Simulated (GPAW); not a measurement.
Crystal: TiCo.

```
Co Ti
1.0
     2.98611    0.00000    0.00000
     0.00000    2.98611    0.00000
     0.00000    0.00000    2.98611
Co Ti
1 1
Direct
  0.50000 0.50000 0.50000
  0.00000 0.00000 0.00000
```

The cell comes from a database or a generator and needn't be the stable form of this composition.

```yaml
Program: GPAW 26.7.0
Task: relaxation of cell and atoms
Functional: PBEsol
Dispersion: D3(BJ)+ATM
Potentials_or_basis: PAW data sets generated in the run's folder for this functional
Cutoff: 600 eV
Basis: pw
k_mesh: 9 × 9 × 9
Occupations: fermi-dirac, width 0.05 eV
Spin: collinear spin, ferromagnetic start
Starting_moments: "[2.0, 1.0] μB"
```

At the start: pressure -13.5 GPa; volume 13.31 Å³/atom.

Task: Where does the relaxation end?

Result: Over 4 steps the energy falls by 38.0 meV/atom and the volume is 12.32 Å³/atom (-7.5 %); space group Pm-3m (No. 221, to 0.05 Å); moment 0.56 μB per cell.

The path:
```
step  energy change (eV)  largest force (eV/Å)  pressure (GPa)  volume (Å³)
   1              0.0000                0.0000          -13.47        26.63
   2             -0.0419                0.0000           -9.85        26.00
   3             -0.0743                0.0000            1.26        24.48
   4             -0.0761                0.0000           -0.09        24.64
```

Final structure:
```
Co Ti
1.0
     2.90998    0.00000    0.00000
     0.00000    2.90998    0.00000
     0.00000    0.00000    2.90998
Co Ti
1 1
Direct
  0.50000 0.50000 0.50000
  0.00000 0.00000 0.00000
```

Caveat: each step starts from the last one's moments, so a moment once lost doesn't come back; later steps reuse the first step's grids; pairwise dispersion overbinds metals, which lowers pressure and volume.
